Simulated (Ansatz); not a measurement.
# SnSe (Pnma) in Ansatz: a series of runs

The runs below take SnSe through single point, equation of state, with exchange-only PBE.

Program: Ansatz 0.2.0. These are calculated values, not measurements. Logs are shortened: lines on timing, memory, paths and dates and some standing lists are left out, and cuts for length are marked.

**1. Starting point**

Symmetry: Pnma, No. 62, orthorhombic system. Conventional cell: a = 11.420 Å, b = 4.190 Å, c = 4.460 Å, α = 90.00°, β = 90.00°, γ = 90.00°. Sn (site symmetry m) is surrounded by 3 Se at 2.69 to 2.83 Å. Around Se (site symmetry m) lie 3 Sn at 2.69 to 2.83 Å.

**2. Single point, exchange-only PBE, 25.08 Å³/atom (volume scaled by 0.94)**

input.yaml

```yaml
crystal:
  lattice:
    - [11.1868733615, 0.0, 0.0]
    - [0.0, 4.1044657955, 0.0]
    - [0.0, 0.0, 4.3689540449]
  atoms:
    - { symbol: Sn, position: [0.877, 0.75, 0.909] }
    - { symbol: Sn, position: [0.623, 0.25, 0.409] }
    - { symbol: Sn, position: [0.377, 0.75, 0.591] }
    - { symbol: Sn, position: [0.123, 0.25, 0.091] }
    - { symbol: Se, position: [0.643, 0.75, 0.984] }
    - { symbol: Se, position: [0.857, 0.25, 0.484] }
    - { symbol: Se, position: [0.143, 0.75, 0.516] }
    - { symbol: Se, position: [0.357, 0.25, 0.016] }
hamiltonian:
  xc: { exchange: pbe, correlation: none }
  pseudopotentials: { kind: paw }
kpoints:
  mp_grid: { grid: [3, 6, 6] }
scf:
  occupations: { method: fermi_dirac, width: 0.05 }
output:
  forces: true
  stress: true
  eigenvalues: true
  write_density: true
  write_potential: true
  elf: true
  volumetric_format: npy
```

Potentials or basis: Ansatz PAW.

Run with:

```console
$ ansatz run input.yaml --threads 2 --pin off --max-ram 5120MiB --backend cpu --events-out ev --progress --plain --runs-dir out
```

The program printed:

```text
Warning: RAYON_NUM_THREADS=2 ignored (pool sized by the plan → 2); use --threads N
Engine: ansatz 0.2.0, x86_64-unknown-linux-gnu
Pseudopotentials: kind: paw
Pseudopotential: Sn, paw, valence charge 14, recommended cutoff 420 eV (normal), Sn.paw.azcp
Pseudopotential: Se, paw, valence charge 16, recommended cutoff 420 eV (normal), Se.paw.azcp
Functional definition: unnamed
  exchange = pbe_x
  correlation = 0
Crystal: 8 atoms, lattice volume = 200.606 Å³
Basis set: ecut = 420 eV, 3891 PW (Γ), exchange–correlation on 150×60×60 points (8 copies of the dense FFT grid, shifted against one another)
Bands: 72, of which v1, the nominal top of the filled ones, is band 60 counted from 1 (59 counted from 0)
Symmetry: 8 space group operations
Space group: Pnma (ITA 62), of the structure as read, at distance tolerance 5.9e-5 Å
k-points: 32 of 108
Non-local potential: Sn, projectors of the file, l = 0: 2, l = 1: 2, l = 2: 2, l = 3: 2
Non-local potential: Se, projectors of the file, l = 0: 2, l = 1: 2, l = 2: 3, l = 3: 1
PAW form: soft (Blöchl's): semilocal exchange-correlation on the pseudo side does not see the compensation charge
PAW frozen core: Sn, regenerated for the run's functional, and the local potential with it (the file was generated under x = pbe(κ = 0.804, μ = 0.2195149727645171), c = pbe(β = 0.06672455060314922))
PAW frozen core: Se, regenerated for the run's functional, and the local potential with it (the file was generated under x = pbe(κ = 0.804, μ = 0.2195149727645171), c = pbe(β = 0.06672455060314922))
PAW one-centre angular grid: Sn, 590 points (default); XC on 64 Gauss nodes
PAW one-centre angular grid: Se, 590 points (default); XC on 64 Gauss nodes
Initial density: superposition of atomic densities (neutral atoms: chi_scale 0, normalization atom), corrected by the library's trained network
Initial wavefunctions: pseudopotential atomic-orbital guess
Functional: x = pbe(κ = 0.804, μ = 0.2195149727645171), c = none
[... 21 lines left out ...]
  E_nonlocal   = -2544.201782
  E_hartree    = 6850.210214
  E_xc         = -1821.546942
  E_vxc        = -708.257420  (∫ρ·V_xc dr)
  E_paw        = -23839.918399  (= ΣΔE_a)
  E_vpaw       = -409.582235  (= ΣTr[D̂ρ^β])
  E_aug_tail   = -0.002433  (compensation charges beyond the density's cutoff)
  E_ewald      = -12528.924919
  E_core_change = 1.962910  (= ΣΔE_core)
  E_smearing   = -0.000047  (= −TS)
  E_closure    = 0.000000  (closes the sum)
  Σ components = -45499.921176   (vs F -45499.921176, Δ=0.00e0)
--- Forces (eV/Å), atoms counted from 1 ---
  atom   1  Sn     0.95797827     0.00000000     0.28542309
  atom   2  Sn    -0.95797827     0.00000000     0.28542309
  atom   3  Sn     0.95797827     0.00000000    -0.28542309
  atom   4  Sn    -0.95797827     0.00000000    -0.28542309
  atom   5  Se    -0.74790996     0.00000000    -0.24260680
  atom   6  Se     0.74790996     0.00000000    -0.24260680
  atom   7  Se    -0.74790996     0.00000000     0.24260680
  atom   8  Se     0.74790996     0.00000000     0.24260680
  max |Σ_I F_I| component: 3.33e-16 eV/Å
--- Stress (GPa, compression-positive) ---
       20.186738       0.000000       0.000000
        0.000000      16.366682       0.000000
        0.000000       0.000000      15.938300
  P = ⅓ Tr σ = 17.4972 GPa (174.972 kbar)
--- Band table (eV; the first three rows and the last of 32) ---
  k-point 0: bands = ["-35.6891", "-35.6891", "-35.6890", "-35.6890", "-35.6882", "-35.6881", "-35.6880", "-35.6879", "-35.6727", "-35.6725", "-35.6725", "-35.6723", "-35.6653", "-35.6652", "-35.6652", "-35.6650", "-35.6605", "-35.6604", "-35.6602", "-35.6601", "-9.7783", "-9.7558", "-9.7533", "-9.7498", "-9.7461", "-9.7442", "-9.7430", "-9.7428", "-9.7363", "-9.7323", "-9.7289", "-9.7161", "-9.7110", "-9.7110", "-9.6901", "-9.6842", "-9.6751", "-9.6703", "-9.6702", "-9.6564", "-2.7706", "-2.4058", "-1.5459", "-0.9935", "4.0590", "5.1553", "5.9661", "6.3425", "6.3737", "7.7539", "7.8310", "7.8812", "8.3470", "8.4453", "9.0636", "9.4868", "9.7860", "10.2504", "10.6510", "10.8924", "12.3009", "14.6077", "14.6602", "14.6610", "14.9420", "14.9647", "15.9593", "16.1756", "16.3242", "16.3427", "17.0179", "17.6795"]
  k-point 1: bands = ["-35.6891", "-35.6891", "-35.6890", "-35.6890", "-35.6882", "-35.6881", "-35.6880", "-35.6879", "-35.6727", "-35.6725", "-35.6725", "-35.6723", "-35.6653", "-35.6652", "-35.6652", "-35.6650", "-35.6605", "-35.6604", "-35.6602", "-35.6602", "-9.7757", "-9.7545", "-9.7539", "-9.7515", "-9.7460", "-9.7453", "-9.7437", "-9.7401", "-9.7379", "-9.7282", "-9.7277", "-9.7166", "-9.7123", "-9.7098", "-9.6902", "-9.6831", "-9.6767", "-9.6716", "-9.6691", "-9.6573", "-2.6416", "-2.2859", "-1.5320", "-1.0312", "3.6279", "4.8545", "5.2565", "5.9389", "6.3137", "7.9669", "8.0233", "8.5049", "8.5243", "9.1718", "9.1879", "9.7659", "9.8551", "10.3868", "10.7779", "10.8874", "12.4051", "13.7057", "14.1893", "14.4117", "14.7175", "14.9985", "15.4642", "15.4881", "16.1488", "16.4289", "16.8539", "16.8812"]
  k-point 2: bands = ["-35.6891", "-35.6891", "-35.6890", "-35.6890", "-35.6881", "-35.6881", "-35.6880", "-35.6879", "-35.6726", "-35.6725", "-35.6724", "-35.6723", "-35.6653", "-35.6652", "-35.6651", "-35.6651", "-35.6605", "-35.6604", "-35.6603", "-35.6602", "-9.7692", "-9.7564", "-9.7545", "-9.7516", "-9.7513", "-9.7453", "-9.7449", "-9.7418", "-9.7303", "-9.7247", "-9.7193", "-9.7183", "-9.7153", "-9.7089", "-9.6890", "-9.6806", "-9.6806", "-9.6745", "-9.6664", "-9.6596", "-2.2939", "-1.9603", "-1.5860", "-1.1966", "3.0928", "4.0029", "4.4453", "5.1349", "6.8030", "8.2325", "8.5492", "9.0022", "9.3950", "9.3961", "9.5695", "9.8946", "10.1740", "10.7576", "11.0658", "11.5228", "12.5484", "13.0044", "13.0263", "13.1418", "14.0520", "14.0530", "14.5388", "14.6540", "15.4978", "15.5098", "16.9671", "17.4216"]
  k-point 31: bands = ["-35.6891", "-35.6891", "-35.6891", "-35.6891", "-35.6879", "-35.6879", "-35.6879", "-35.6879", "-35.6725", "-35.6725", "-35.6725", "-35.6725", "-35.6652", "-35.6652", "-35.6652", "-35.6652", "-35.6603", "-35.6603", "-35.6603", "-35.6603", "-9.7814", "-9.7814", "-9.7765", "-9.7765", "-9.7346", "-9.7346", "-9.7316", "-9.7316", "-9.7231", "-9.7231", "-9.7213", "-9.7213", "-9.6989", "-9.6989", "-9.6911", "-9.6911", "-9.6705", "-9.6705", "-9.6653", "-9.6653", "-1.2881", "-1.2881", "-1.2834", "-1.2834", "4.5183", "4.5183", "4.5960", "4.5960", "6.3511", "6.3511", "6.6756", "6.6756", "7.3767", "7.3767", "7.7128", "7.7128", "9.5625", "9.5625", "9.9538", "9.9538", "14.2182", "14.2182", "14.4205", "14.4205", "16.4691", "16.4691", "16.4814", "16.4814", "18.0180", "18.0180", "18.2522", "18.2522"]
```

rho_z.tsv:

```text
# z_ang	rho[e/angstrom^3]
# format = ansatz-planar-average/11
# lattice	11.186873362	0.000000000	0.000000000
# lattice	0.000000000	4.104465796	0.000000000
# lattice	0.000000000	0.000000000	4.368954045
# sites	8
# site	50	9.810887938	3.078349347	3.971379227
# site	50	6.969422104	1.026116449	1.786902204
# site	50	4.217451257	3.078349347	2.582051841
# site	50	1.375985423	1.026116449	0.397574818
# site	34	7.193159571	3.078349347	4.299050780
# site	34	9.587150471	1.026116449	2.114573758
# site	34	1.599722891	3.078349347	2.254380287
# site	34	3.993713790	1.026116449	0.069903265
0.000000	1.151540e0
0.145632	1.056164e0
0.291264	8.454417e-1
0.436895	6.395370e-1
0.582527	4.814930e-1
0.728159	3.641338e-1
0.873791	2.830282e-1
1.019423	2.408498e-1
1.165054	2.408498e-1
1.310686	2.830282e-1
1.456318	3.641338e-1
1.601950	4.814930e-1
1.747582	6.395370e-1
1.893213	8.454417e-1
2.038845	1.056164e0
2.184477	1.151540e0
2.330109	1.056164e0
2.475741	8.454417e-1
2.621372	6.395370e-1
2.767004	4.814930e-1
2.912636	3.641338e-1
3.058268	2.830282e-1
3.203900	2.408498e-1
3.349531	2.408498e-1
3.495163	2.830282e-1
3.640795	3.641338e-1
3.786427	4.814930e-1
3.932059	6.395370e-1
4.077690	8.454417e-1
4.223322	1.056164e0
```

v_z.tsv:

```text
# z_ang	v_es[eV]	v_tot[eV]
# format = ansatz-planar-average/11
# xc	{"exchange":"pbe","correlation":"none","exx":null}
# density_cutoff_ev	1680
# datasets	Sn=:simpson_from_first_knot:soft:shift=-1173	Se=:simpson_from_first_knot:soft:shift=286195
# lattice	11.186873362	0.000000000	0.000000000
# lattice	0.000000000	4.104465796	0.000000000
# lattice	0.000000000	0.000000000	4.368954045
# sites	8
# site	50	9.810887938	3.078349347	3.971379227
# site	50	6.969422104	1.026116449	1.786902204
# site	50	4.217451257	3.078349347	2.582051841
# site	50	1.375985423	1.026116449	0.397574818
# site	34	7.193159571	3.078349347	4.299050780
# site	34	9.587150471	1.026116449	2.114573758
# site	34	1.599722891	3.078349347	2.254380287
# site	34	3.993713790	1.026116449	0.069903265
0.000000	6.787291e0	-2.551142e0
0.145632	6.904931e0	-2.367269e0
0.291264	7.222358e0	-1.846693e0
0.436895	7.642442e0	-1.111502e0
0.582527	8.071346e0	-3.137723e-1
0.728159	8.441307e0	4.229037e-1
0.873791	8.695410e0	9.928699e-1
1.019423	8.809475e0	1.299297e0
1.165054	8.809475e0	1.299297e0
1.310686	8.695410e0	9.928699e-1
1.456318	8.441307e0	4.229037e-1
1.601950	8.071346e0	-3.137723e-1
1.747582	7.642442e0	-1.111502e0
1.893213	7.222358e0	-1.846693e0
2.038845	6.904931e0	-2.367269e0
2.184477	6.787291e0	-2.551142e0
2.330109	6.904931e0	-2.367269e0
2.475741	7.222358e0	-1.846693e0
2.621372	7.642442e0	-1.111502e0
2.767004	8.071346e0	-3.137723e-1
2.912636	8.441307e0	4.229037e-1
3.058268	8.695410e0	9.928699e-1
3.203900	8.809475e0	1.299297e0
3.349531	8.809475e0	1.299297e0
3.495163	8.695410e0	9.928699e-1
3.640795	8.441307e0	4.229037e-1
3.786427	8.071346e0	-3.137723e-1
3.932059	7.642442e0	-1.111502e0
4.077690	7.222358e0	-1.846693e0
4.223322	6.904931e0	-2.367269e0
```

It took 6.3 s on 2 threads of AMD EPYC 9R45 (Zen 5), shared host; peak memory 0.76 GiB.

Results:

```
Free energy            : -45499.9212 eV
Pressure               : 17.5 GPa
Largest force          : 1.000 eV/Å
Band gap on the k mesh : 0.65 eV, indirect (least direct gap 0.83 eV)
```

Caveat: odd divisions of the mesh miss points on the zone boundary, where band edges often lie, so the gap on the mesh can be too wide; spin-orbit coupling is left out, which moves the levels of the heavy elements; the PAW data sets come from PBE, with cores solved anew for the run's functional, which leaves a small shift of forces and pressure.

**3. Single point, exchange-only PBE, 25.61 Å³/atom (volume scaled by 0.96)**

Changes to input.yaml since step 2:

```diff
@@ -2,5 +2,5 @@
   lattice:
-    - [11.1868733615, 0.0, 0.0]
-    - [0.0, 4.1044657955, 0.0]
-    - [0.0, 0.0, 4.3689540449]
+    - [11.2656567555, 0.0, 0.0]
+    - [0.0, 4.1333714366, 0.0]
+    - [0.0, 0.0, 4.3997223406]
   atoms:
@@ -25,5 +25 @@
   eigenvalues: true
-  write_density: true
-  write_potential: true
-  elf: true
-  volumetric_format: npy
```

Potentials or basis: Ansatz PAW.

Run with:

```console
$ ansatz run input.yaml --threads 2 --pin off --max-ram 5120MiB --backend cpu --events-out ev --progress --plain --runs-dir out
```

Wall time 4.7 s (2 threads of AMD EPYC 9R45 (Zen 5), shared host); peak memory 0.77 GiB.

It converged, with:

* Free energy: -45500.3615 eV
* Pressure: 15.6 GPa
* Largest force: 0.848 eV/Å
* Band gap on the k mesh: 0.65 eV, indirect (least direct gap 0.83 eV)

Caveat: odd divisions of the mesh miss points on the zone boundary, where band edges often lie, so the gap on the mesh can be too wide; spin-orbit coupling is left out, which moves the levels of the heavy elements; the PAW data sets come from PBE, with cores solved anew for the run's functional, which leaves a small shift of forces and pressure.

**4. Single point, exchange-only PBE, 26.14 Å³/atom (volume scaled by 0.98)**

Changes to input.yaml since step 3:

```diff
@@ -2,5 +2,5 @@
   lattice:
-    - [11.2656567555, 0.0, 0.0]
-    - [0.0, 4.1333714366, 0.0]
-    - [0.0, 0.0, 4.3997223406]
+    - [11.3433533953, 0.0, 0.0]
+    - [0.0, 4.1618783473, 0.0]
+    - [0.0, 0.0, 4.4300662122]
   atoms:
```

Run with:

```console
$ ansatz run input.yaml --threads 2 --pin off --max-ram 5120MiB --backend cpu --events-out ev --progress --plain --runs-dir out
```

Wall time 4.9 s (2 threads of AMD EPYC 9R45 (Zen 5), shared host); peak memory 0.77 GiB.

Results (log left out):

* Free energy: -45500.7534 eV
* Pressure: 13.9 GPa
* Largest force: 0.708 eV/Å
* Band gap on the k mesh: 0.66 eV, indirect (least direct gap 0.84 eV)

Caveat: odd divisions of the mesh miss points on the zone boundary, where band edges often lie, so the gap on the mesh can be too wide; spin-orbit coupling is left out, which moves the levels of the heavy elements; the PAW data sets come from PBE, with cores solved anew for the run's functional, which leaves a small shift of forces and pressure.

**5. Single point, exchange-only PBE, 26.68 Å³/atom**

Changes to input.yaml since step 4:

```diff
@@ -2,5 +2,5 @@
   lattice:
-    - [11.3433533953, 0.0, 0.0]
-    - [0.0, 4.1618783473, 0.0]
-    - [0.0, 0.0, 4.4300662122]
+    - [11.42, 0.0, 0.0]
+    - [0.0, 4.19, 0.0]
+    - [0.0, 0.0, 4.46]
   atoms:
@@ -25 +25,5 @@
   eigenvalues: true
+  write_density: true
+  write_potential: true
+  elf: true
+  volumetric_format: npy
```

Run with:

```console
$ ansatz run input.yaml --threads 2 --pin off --max-ram 5120MiB --backend cpu --events-out ev --progress --plain --runs-dir out
```

Wall time 6.6 s (2 threads of AMD EPYC 9R45 (Zen 5), shared host); peak memory 0.79 GiB.

It converged, with:

```
Free energy            : -45501.1011 eV
Pressure               : 12.3 GPa
Largest force          : 0.577 eV/Å
Band gap on the k mesh : 0.68 eV, indirect (least direct gap 0.85 eV)
```

Caveat: odd divisions of the mesh miss points on the zone boundary, where band edges often lie, so the gap on the mesh can be too wide; spin-orbit coupling is left out, which moves the levels of the heavy elements; the PAW data sets come from PBE, with cores solved anew for the run's functional, which leaves a small shift of forces and pressure.

**6. Single point, exchange-only PBE, 27.21 Å³/atom (volume scaled by 1.02)**

Changes to input.yaml since step 5:

```diff
@@ -2,5 +2,5 @@
   lattice:
-    - [11.42, 0.0, 0.0]
-    - [0.0, 4.19, 0.0]
-    - [0.0, 0.0, 4.46]
+    - [11.4956313432, 0.0, 0.0]
+    - [0.0, 4.2177491531, 0.0]
+    - [0.0, 0.0, 4.4895372846]
   atoms:
@@ -25,5 +25 @@
   eigenvalues: true
-  write_density: true
-  write_potential: true
-  elf: true
-  volumetric_format: npy
```

Potentials or basis: Ansatz PAW.

Run with:

```console
$ ansatz run input.yaml --threads 2 --pin off --max-ram 5120MiB --backend cpu --events-out ev --progress --plain --runs-dir out
```

It took 4.7 s on 2 threads of AMD EPYC 9R45 (Zen 5), shared host; peak memory 0.81 GiB.

It converged, with:

```
Free energy            : -45501.4084 eV
Pressure               : 10.8 GPa
Largest force          : 0.457 eV/Å
Band gap on the k mesh : 0.69 eV, indirect (least direct gap 0.87 eV)
```

Caveat: odd divisions of the mesh miss points on the zone boundary, where band edges often lie, so the gap on the mesh can be too wide; spin-orbit coupling is left out, which moves the levels of the heavy elements; the PAW data sets come from PBE, with cores solved anew for the run's functional, which leaves a small shift of forces and pressure.

**7. Single point, exchange-only PBE, 27.74 Å³/atom (volume scaled by 1.04)**

Changes to input.yaml since step 6:

```diff
@@ -2,5 +2,5 @@
   lattice:
-    - [11.4956313432, 0.0, 0.0]
-    - [0.0, 4.2177491531, 0.0]
-    - [0.0, 0.0, 4.4895372846]
+    - [11.5702803916, 0.0, 0.0]
+    - [0.0, 4.245137902, 0.0]
+    - [0.0, 0.0, 4.518690941]
   atoms:
```

Run with:

```console
$ ansatz run input.yaml --threads 2 --pin off --max-ram 5120MiB --backend cpu --events-out ev --progress --plain --runs-dir out
```

Wall time 4.4 s (2 threads of AMD EPYC 9R45 (Zen 5), shared host); peak memory 0.8 GiB.

Results (log left out):

| Property | Result |
| --- | --- |
| Free energy | -45501.6790 eV |
| Pressure | 9.5 GPa |
| Largest force | 0.348 eV/Å |
| Band gap on the k mesh | 0.70 eV, indirect (least direct gap 0.89 eV) |

Caveat: odd divisions of the mesh miss points on the zone boundary, where band edges often lie, so the gap on the mesh can be too wide; spin-orbit coupling is left out, which moves the levels of the heavy elements; the PAW data sets come from PBE, with cores solved anew for the run's functional, which leaves a small shift of forces and pressure.

**8. Single point, exchange-only PBE, 28.28 Å³/atom (volume scaled by 1.06)**

Changes to input.yaml since step 7:

```diff
@@ -2,5 +2,5 @@
   lattice:
-    - [11.5702803916, 0.0, 0.0]
-    - [0.0, 4.245137902, 0.0]
-    - [0.0, 0.0, 4.518690941]
+    - [11.6439784321, 0.0, 0.0]
+    - [0.0, 4.2721777259, 0.0]
+    - [0.0, 0.0, 4.547473188]
   atoms:
@@ -25 +25,5 @@
   eigenvalues: true
+  write_density: true
+  write_potential: true
+  elf: true
+  volumetric_format: npy
```

Run with:

```console
$ ansatz run input.yaml --threads 2 --pin off --max-ram 5120MiB --backend cpu --events-out ev --progress --plain --runs-dir out
```

Wall time 6.4 s (2 threads of AMD EPYC 9R45 (Zen 5), shared host); peak memory 0.82 GiB.

It converged, with:

* Free energy: -45501.9159 eV
* Pressure: 8.3 GPa
* Largest force: 0.254 eV/Å
* Band gap on the k mesh: 0.72 eV, indirect (least direct gap 0.91 eV)

Caveat: odd divisions of the mesh miss points on the zone boundary, where band edges often lie, so the gap on the mesh can be too wide; spin-orbit coupling is left out, which moves the levels of the heavy elements; the PAW data sets come from PBE, with cores solved anew for the run's functional, which leaves a small shift of forces and pressure.

**9. Equation of state, exchange-only PBE**

Potentials or basis: Ansatz PAW.

This step only gathers the single runs of the series.

What came out:

```yaml
Equilibrium_volume: outside the volumes run
```

Energy against volume, from the lowest point:
```csv
volume (Å³/atom),energy (meV/atom)
25.076,249.34
25.609,194.30
26.143,145.32
26.676,101.86
27.210,63.43
27.743,29.61
28.277,0.00
```

Caveat: the potentials were made for another functional, which shifts forces and pressure.
